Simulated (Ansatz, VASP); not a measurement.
# CdSe (Cadmoselite) in two plane-wave programs, part 2 of 2

Aim: how closely do two programs agree when they are given the same cell, functional and k mesh? The cell is taken from a series of VASP runs on this material, whose earlier steps may have relaxed, scaled or displaced it; both programs get it as it stands.

VASP 6.6.1 and Ansatz 0.2.0.

So far: The structure; Ansatz: relaxation of cell and atoms, r2SCAN.

## 3. VASP: relaxation of cell and atoms, r2SCAN

Level of this step: r2SCAN; plane waves and PAW (Cd, Se) (VASP).

The same cell, functional, mesh and smearing now go to VASP, with its own data sets and cutoff.

Lines of VASP's logs that name or quote its potential files are left out, and so is its time.

Input file INCAR:

```
SYSTEM = CdSe
PREC = Accurate
ENCUT = 500
EDIFF = 1E-07
NELM = 100
ISMEAR = 0
SIGMA = 0.03
LREAL = .FALSE.
ALGO = Normal
METAGGA = R2SCAN
LASPH = .TRUE.
NBANDS = 24
LORBIT = 11
LWAVE = .FALSE.
LCHARG = .FALSE.
KPAR = 8
IBRION = 2
NSW = 50
ISIF = 3
EDIFFG = -0.002
```

Input file POSCAR:

```
CdSe
1.0
    4.3269677170      0.0000000000      0.0000000000
   -2.1634838585      3.7472639643      0.0000000000
    0.0000000000      0.0000000000      7.0616596321
Cd Se
2 2
Direct
    0.3333333333      0.6666666667      0.5000000000
    0.6666666667      0.3333333333      0.0000000000
    0.3333333333      0.6666666667      0.8750000000
    0.6666666667      0.3333333333      0.3750000000
```

Input file KPOINTS:

```
Automatic mesh
0
Gamma
6 6 4
0 0 0
```

The projector-augmented-wave data sets are Cd and Se (PBE family, release 64).

Run with:

```sh
$ mpirun -np 8 vasp_std
```

Numbers of over 12 decimals in the logs are rounded to 6 here.

The program printed:

```text
[banner, memory and clock lines left out]
running    8 mpi-ranks, on    1 nodes
 distrk:  each k-point on    1 cores,    8 groups
 distr:  one band on    1 cores,    1 groups

 POSCAR found type information on POSCAR CdSe
 POSCAR found :  2 types and       4 ions
|                                                                             |
|           W    W    AA    RRRRR   N    N  II  N    N   GGGG   !!!           |
|           W    W   A  A   R    R  NN   N  II  NN   N  G    G  !!!           |
|           W    W  A    A  R    R  N N  N  II  N N  N  G       !!!           |
|           W WW W  AAAAAA  RRRRR   N  N N  II  N  N N  G  GGG   !            |
|           WW  WW  A    A  R   R   N   NN  II  N   NN  G    G                |
|           W    W  A    A  R    R  N    N  II  N    N   GGGG   !!!           |
|                                                                             |
|     For optimal performance we recommend to set                             |
|       NCORE = 2 up to number-of-cores-per-socket                            |
|     NCORE specifies how many cores store one orbital (NPAR=cpu/NCORE).      |
|     This setting can greatly improve the performance of VASP for DFT.       |
|     The default, NCORE=1 might be grossly inefficient on modern             |
|     multi-core architectures or massively parallel machines. Do your        |
|     Unfortunately you need to use the default for GW and RPA                |
|     calculations (for HF NCORE is supported but not extensively tested      |
|     yet).                                                                   |
|                                                                             |

|                                                                             |
|               ----> ADVICE to this user running VASP <----                  |
|                                                                             |
|     You enforced a specific xc type in the INCAR file but a different       |
|     [... a line on the potential file left out ...]
|     I HOPE YOU KNOW WHAT YOU ARE DOING!                                     |
|                                                                             |

 LDA part: xc-table for (None), standard interpolation
 POSCAR, INCAR and KPOINTS ok, starting setup
 FFT: planning ... GRIDC
 FFT: planning ... GRID_SOFT
 FFT: planning ... GRID
 WAVECAR not read
 entering main loop
       N       E                     dE             d eps       ncg     rms          rms(c)
DAV:   1     0.173474894768E+03    0.17347E+03   -0.17354E+04  1008   0.134E+03
DAV:   2    -0.695927061659E+02   -0.24307E+03   -0.23607E+03  1184   0.328E+02
DAV:   3    -0.815017626975E+02   -0.11909E+02   -0.11875E+02  1248   0.752E+01
DAV:   4    -0.815795338583E+02   -0.77771E-01   -0.77763E-01  1112   0.612E+00
DAV:   5    -0.815801474592E+02   -0.61360E-03   -0.61357E-03  1264   0.479E-01    0.808E+00
DAV:   6    -0.718516368968E+02    0.97285E+01   -0.71163E+00  1016   0.316E+01    0.104E+01
DAV:   7    -0.718069963315E+02    0.44641E-01   -0.47684E-01  1184   0.579E+00    0.779E+00
DAV:   8    -0.718220866358E+02   -0.15090E-01   -0.24701E-01  1080   0.504E+00    0.171E+00
DAV:   9    -0.718267123236E+02   -0.46257E-02   -0.42843E-02  1200   0.138E+00    0.285E-01
DAV:  10    -0.718264290223E+02    0.28330E-03   -0.31528E-03  1136   0.447E-01    0.156E-01
DAV:  11    -0.718264917539E+02   -0.62732E-04   -0.19547E-03  1056   0.438E-01    0.667E-02
DAV:  12    -0.718265179637E+02   -0.26210E-04   -0.11321E-04  1192   0.990E-02    0.432E-02
DAV:  13    -0.718265146778E+02    0.32859E-05   -0.52187E-05  1144   0.704E-02    0.458E-03
DAV:  14    -0.718265153366E+02   -0.65883E-06   -0.77349E-07  1208   0.714E-03    0.196E-03
DAV:  15    -0.718265155343E+02   -0.19764E-06   -0.18028E-07   784   0.476E-03    0.205E-03
DAV:  16    -0.718265155571E+02   -0.22821E-07   -0.24146E-08   680   0.192E-03
   1 F= -.71826516E+02 E0= -.71826516E+02  d E =-.718265E+02
[... from here on, the cycles between the ionic steps are left out ...]
   2 F= -.71829326E+02 E0= -.71829326E+02  d E =-.280994E-02
   3 F= -.71829767E+02 E0= -.71829767E+02  d E =-.325189E-02
   4 F= -.71829766E+02 E0= -.71829766E+02  d E =-.325077E-02
   5 F= -.71829783E+02 E0= -.71829783E+02  d E =-.164865E-04
   6 F= -.71829795E+02 E0= -.71829795E+02  d E =-.288308E-04
   7 F= -.71829808E+02 E0= -.71829808E+02  d E =-.126952E-04
   8 F= -.71829818E+02 E0= -.71829818E+02  d E =-.230052E-04
 curvature:  -1.88 expect dE=-0.604E-05 dE for cont linesearch -0.766E-08
 trial: gam= 0.17686 g(F)=  0.512E-07 g(S)=  0.317E-05 ort =-0.437E-06 (trialstep = 0.893E+00)
 search vector abs. value=  0.452E-05
 bond charge predicted
       N       E                     dE             d eps       ncg     rms          rms(c)
DAV:   1    -0.718298439406E+02   -0.25747E-04   -0.83241E-04  1048   0.261E-01    0.398E-02
DAV:   2    -0.718298226699E+02    0.21271E-04   -0.70197E-05  1096   0.970E-02    0.137E-02
DAV:   3    -0.718298203297E+02    0.23402E-05   -0.52814E-06  1080   0.198E-02    0.120E-02
DAV:   4    -0.718298185854E+02    0.17443E-05   -0.10225E-06  1112   0.668E-03    0.201E-03
DAV:   5    -0.718298184135E+02    0.17192E-06   -0.10910E-07   544   0.347E-03    0.102E-03
DAV:   6    -0.718298183697E+02    0.43837E-07   -0.29053E-08   504   0.130E-03
   9 F= -.71829818E+02 E0= -.71829818E+02  d E =-.206901E-06
 trial-energy change:   -0.000000  1 .order   -0.000001   -0.000003    0.000000
 step:   0.8028(harm=  0.8028)  dis= 0.00008  next Energy=   -71.829819 (dE=-0.126E-05)
 reached required accuracy - stopping structural energy minimisation
```

OUTCAR, selected parts (step 3):

```text
ion  position               nearest neighbor table
   1  0.333  0.667  0.500-   3 2.65   4 2.65   4 2.65   4 2.65
   2  0.667  0.333  0.000-   4 2.65   3 2.65   3 2.65   3 2.65
   3  0.333  0.667  0.875-   1 2.65   2 2.65   2 2.65   2 2.65
   4  0.667  0.333  0.375-   2 2.65   1 2.65   1 2.65   1 2.65

  LATTYP: Found a hexagonal cell.
 ALAT       =     4.3269677170
 C/A-ratio  =     1.6320111667

 Subroutine GETGRP returns: Found 12 space group operations
 (whereof  6 operations were pure point group operations)

The static configuration has the point symmetry C_3v.
 The point group associated with its full space group is C_6v.

 Found     21 irreducible k-points:

   k-points           NKPTS =     21   k-points in BZ     NKDIM =     21   number of bands    NBANDS=     24

   dimension x,y,z NGX =    32 NGY =   32 NGZ =   54
   dimension x,y,z NGXF=    64 NGYF=   64 NGZF=  108

   ENCUT  =  500.0 eV  36.75 Ry    6.06 a.u.   7.89  7.89 12.88*2*pi/ulx,y,z

   NELECT =      36.0000    total number of electrons

 k-points in reciprocal lattice and weights: Automatic mesh
   0.00000000  0.00000000  0.00000000       0.007
   0.16666667  0.00000000  0.00000000       0.042
   0.33333333  0.00000000  0.00000000       0.042
   0.50000000  0.00000000  0.00000000       0.021
   0.16666667  0.16666667  0.00000000       0.042
   0.33333333  0.16666667  0.00000000       0.083
   0.33333333  0.33333333  0.00000000       0.014
   0.00000000  0.00000000  0.25000000       0.014
   0.16666667  0.00000000  0.25000000       0.083
[...]
0.33333333  0.16666667  0.50000000       0.083
   0.33333333  0.33333333  0.50000000       0.014

 average (electrostatic) potential at core
       1 -45.7279       2 -45.7279       3 -61.0371       4 -61.0371

 E-fermi :   0.5457

 k-point     1 :       0.0000    0.0000    0.0000
  band No.  band energies     occupation
    ...
     14      -0.3232      2.00000
     15      -0.3232      2.00000
     16       0.3660      2.00000
     17       0.4081      2.00000
     18       0.4081      2.00000
     19       1.4903      0.00000
     20       3.0383      0.00000
     21       6.7839      0.00000
     22       6.7839      0.00000
     23       7.0903      0.00000
    ...

 k-point     2 :       0.1667    0.0000    0.0000
  band No.  band energies     occupation
    ...
     14      -1.3092      2.00000
     15      -0.8900      2.00000
     16      -0.6301      2.00000
     17       0.1691      2.00000
     18       0.2246      2.00000
     19       2.7300      0.00000
     20       3.9584      0.00000
     21       6.0879      0.00000
     22       7.1304      0.00000
     23       7.1525      0.00000
    ...

 k-point     3 :       0.3333    0.0000    0.0000
  band No.  band energies     occupation
    ...
     14      -2.5331      2.00000
     15      -2.1361      2.00000
     16      -1.1491      2.00000
     17      -0.3971      2.00000
     18      -0.1401      2.00000
     19       3.7792      0.00000
     20       4.2445      0.00000
     21       5.8187      0.00000
     22       6.6429      0.00000
     23       7.3987      0.00000
    ...

  Total       -0.0019632     -0.0019632      0.0016265      0.0000000      0.0000000      0.0000000
  in kB       -0.0271126     -0.0271126      0.0224628      0.0000000      0.0000000      0.0000000
  external PRESSURE =      -0.0105875 kB  Pullay stress =       0.0000000 kB

  energy-cutoff  :      500.00
  volume of cell :      116.01
      direct lattice vectors                 reciprocal lattice vectors
     4.347311228  0.000000000 -0.000000000     0.230027239  0.132806288  0.000000000
    -2.173655614  3.764881962  0.000000000     0.000000000  0.265612577  0.000000000
    -0.000000000 -0.000000000  7.088036718     0.000000000 -0.000000000  0.141082791

 POSITION                                       TOTAL-FORCE (eV/Angst)
 -----------------------------------------------------------------------------------
     -0.00000      2.50992      3.54078         0.000000      0.000000     -0.000494
      2.17366      1.25496      7.08480         0.000000      0.000000     -0.000494
     -0.00000      2.50992      6.20527        -0.000000     -0.000000      0.000494
      2.17366      1.25496      2.66125        -0.000000     -0.000000      0.000494
 -----------------------------------------------------------------------------------
    total drift:                               -0.000000     -0.000000     -0.003546

  FREE ENERGIE OF THE ION-ELECTRON SYSTEM (eV)
  ---------------------------------------------------
  free  energy   TOTEN  =       -71.8298183697 eV

  energy  without entropy=      -71.8298183697  energy(sigma->0) =      -71.82981837

 reached required accuracy - stopping structural energy minimisation

 total charge
# of ion       s       p       d       tot
------------------------------------------
    1        0.415   0.290   9.573  10.278
    2        0.415   0.290   9.573  10.278
    3        1.438   2.440   0.020   3.898
    4        1.438   2.440   0.020   3.898
--------------------------------------------------
tot          3.707   5.460  19.185  28.352

[... 3 further parts left out ...]
```

## 4. Comparison

Known differences besides the potentials themselves: VASP keeps PBE cores, Ansatz makes them for the functional; both relaxations stop at a tolerance, which leaves soft axes loose, and VASP keeps its plane-wave basis; the data sets hold 72 valence electrons in Ansatz (default PAW (the set named soft_2) files) and 36 in VASP; Ansatz adds a Pulay correction to the stress that steers its cell, VASP none. Total energies have different zeros and are not compared.

The two programs side by side:

```
                                         quantity  Ansatz    VASP  difference
                                      volume (Å³)  115.48  116.01     -0.46 %
edge a after relaxation, in the typed setting (Å)   4.340   4.347     -0.16 %
edge c after relaxation, in the typed setting (Å)   7.078   7.088     -0.15 %
```

The walks stopped with 0.00 GPa left in Ansatz and 0.00 GPa in VASP; each walk ends within a tolerance, so the volume difference is uncertain by about these residues over the bulk modulus, most in soft cells.

## 5. Results

```json
{
  "difference in volume (relaxation of cell and atoms, r2SCAN)": "-0.46 %"
}
```

The difference in volume is -0.46 % (relaxation of cell and atoms, r2SCAN), within the 1.2 % picked in this series as the mark of a large difference, as far as the stopping tolerances let one tell. Such differences can come from data sets, numerical settings and the points named under the comparisons, not from the functional's error against experiment.

[Lines on the potential files, build, host, timing and source positions are cut from VASP's logs without a mark.]

[Logs are printed without paths, hosts, clocks, repeated set-up lines and the standing remarks that a program may print on its own settings, such as how far it seeks lower states.]

[Hosts, paths, dates, database ids (printed as entryN), source tags and the programs' standing remarks are cut or masked in the printed files.]
